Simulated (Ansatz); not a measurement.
# MgS: rattling a relaxed structure

It was relaxed at this level from a Materials Project cell.

Method: Ansatz 0.2.0, DFT PBE, scalar-relativistic, plane waves, PAW. Plane waves to 420 eV, a k mesh through Γ of 8×8×8 on the computed 2-atom cell and Gaussian smearing (0.02 eV); no spin polarisation.

The cell below (2 atoms, space group F-43m (No. 216)) is relaxed within its symmetry.

```yaml
crystal:
  lattice:
    - [0.00000, 2.84861, 2.84861]
    - [2.84861, 0.00000, 2.84861]
    - [2.84861, 2.84861, 0.00000]
  atoms:
    - { symbol: Mg, position: [0.00000, 0.00000, 0.00000] }
    - { symbol: S, position: [0.25000, 0.25000, 0.25000] }
```

For the test a repeat of it with 4 atoms (edges 4.03, 4.03, 6.98 Å) was strained at random (σ = 1.5 % a component), the atoms were moved at random (σ = 0.05 Å), and all was relaxed again on a coarse 6×6×6 mesh (in the run’s order of axes) with 0.10 eV smearing, with no symmetry imposed.

Problem. Does it come back?

Solution. It returns, within 1 meV/atom of the unmoved cell on that mesh and with the same symmetry when read at 0.1 Å (Cc at 0.01 Å, so small strains and shifts remain). So it is stable against the distortions that fit this cell and that this random move excites. Modes that don't fit the cell aren't tested. Another cell of MgS relaxed alike, in Fm-3m (a cell as deposited in COD), lies 14 meV/atom lower, so this cell isn't the stable form at this level.
